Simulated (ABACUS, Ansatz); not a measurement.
This is a calculation of CaO for ABACUS 3.10.1 (ASE script). The cell is a database's computed one, not the measured one.

File run_abacus.py:

```python
"""ABACUS run from a structure file: ASE reads it, the script writes STRU, KPT and INPUT."""
import re
import subprocess
from ase.io import read
from ase.units import Bohr

atoms = read("POSCAR")
atoms = atoms[(-atoms.numbers).argsort(kind="stable")]  # ABACUS lists atoms element by element
pseudo = {'Ca': 'ca_pbe_v1.uspp.F.UPF', 'O': 'o_pbe_v1.2.uspp.F.UPF'}
orbital = {}
magmoms = None
kmesh = [8, 8, 8]
params = {
    'suffix': 'CaO',
    'calculation': 'scf',
    'basis_type': 'pw',
    'pseudo_dir': './',
    'symmetry': 1,
    'dft_functional': 'pbe',
    'ecutwfc': 40,
    'pseudo_rcut': 10,
    'nspin': 1,
    'nbands': 18,
    'ks_solver': 'dav',
    'smearing_method': 'fd',
    'smearing_sigma': 0.00367493,
    'scf_thr': 1e-08,
    'scf_nmax': 100,
    'mixing_type': 'broyden',
    'mixing_beta': 0.7,
    'cal_force': 1,
    'cal_stress': 1,
    'ecutrho': 320,
    'out_chg': 1,
    'kpar': 4,
}

symbols = atoms.get_chemical_symbols()
elements = list(dict.fromkeys(symbols))
lines = ["ATOMIC_SPECIES"] + [f"{e} {atoms.get_masses()[symbols.index(e)]:.4f} {pseudo[e]}" for e in elements]
if orbital:
    lines += ["", "NUMERICAL_ORBITAL"] + [orbital[e] for e in elements]
lines += ["", "LATTICE_CONSTANT", f"{1 / Bohr:.10f}", "", "LATTICE_VECTORS"]
lines += [" ".join(f"{x:.10f}" for x in v) for v in atoms.cell]
lines += ["", "ATOMIC_POSITIONS", "Direct"]
for e in elements:
    lines += ["", e, "0.0", str(symbols.count(e))]
    for i, p in enumerate(atoms.get_scaled_positions(wrap=False)):
        if symbols[i] == e:
            mag = "" if magmoms is None else " mag " + " ".join(str(x) for x in (magmoms[i] if isinstance(magmoms[i], list) else [magmoms[i]]))
            lines.append(" ".join(f"{x:.10f}" for x in p) + " 1 1 1" + mag)
open("STRU", "w").write("\n".join(lines) + "\n")
open("KPT", "w").write("K_POINTS\n0\nGamma\n%d %d %d 0 0 0\n" % tuple(kmesh))
open("INPUT", "w").write("INPUT_PARAMETERS\n" + "".join(f"{k:<20s}{v}\n" for k, v in params.items()))

done = subprocess.run(['mpirun', '-np', '4', 'abacus'])
if done.returncode:
    raise SystemExit(done.returncode)
log = open("OUT.CaO/running_scf.log").read()
print("final energy (eV):", re.findall(r"FINAL_ETOT_IS (\S+)", log))
```

File POSCAR:

```
CaO
1.0
    0.0000000000      2.4035556960      2.4035556960
    2.4035556960      0.0000000000      2.4035556960
    2.4035556960      2.4035556960      0.0000000000
Ca O
1 1
Direct
    0.0000000000      0.0000000000      0.0000000000
    0.5000000000      0.5000000000      0.5000000000
```

Potentials or basis: GBRV ultrasoft 1.5 PBE, plane waves.

Run with:

```bash
$ OMP_NUM_THREADS=1 python run_abacus.py > log
```

**Question.** What does the same run look like in Ansatz 0.2.0? Potentials or basis there: PAW datasets made for the crystal, cutoff 300 eV.

**Answer.** As run (cutoffs and basis follow the program's own potentials, and thresholds, step limits or extra output files can differ):

Contents of input.yaml:

```yaml
crystal:
  lattice:
    - [0.0, 2.403555696, 2.403555696]
    - [2.403555696, 0.0, 2.403555696]
    - [2.403555696, 2.403555696, 0.0]
  atoms:
    - { symbol: Ca, position: [0.0, 0.0, 0.0] }
    - { symbol: O, position: [0.5, 0.5, 0.5] }
kpoints:
  mp_grid: { grid: [8, 8, 8] }
scf:
  occupations: { method: fermi_dirac, width: 0.05 }
hamiltonian:
  xc: pbe
  pseudopotentials: { kind: all_electron, datasets: crystal }
output:
  forces: true
  stress: true
  eigenvalues: true
```

Potentials or basis: all-electron PAW datasets made for the crystal.

Command:

```console
$ ansatz run input.yaml --threads 1 --pin off --max-ram 3072MiB --backend cpu --events-out ev --progress --plain --runs-dir out
```

Both were run:

|  | ABACUS | Ansatz |
| --- | --- | --- |
| Pressure | 1.7 GPa | 1.6 GPa |

Ansatz's pressure holds a Pulay term of +0.00 GPa for its cutoff of 300 eV, which the other run lacks.

Where Ansatz's input types no cutoff or centring, it takes its own default and a Γ-centred mesh.

Pressure is positive in compression.
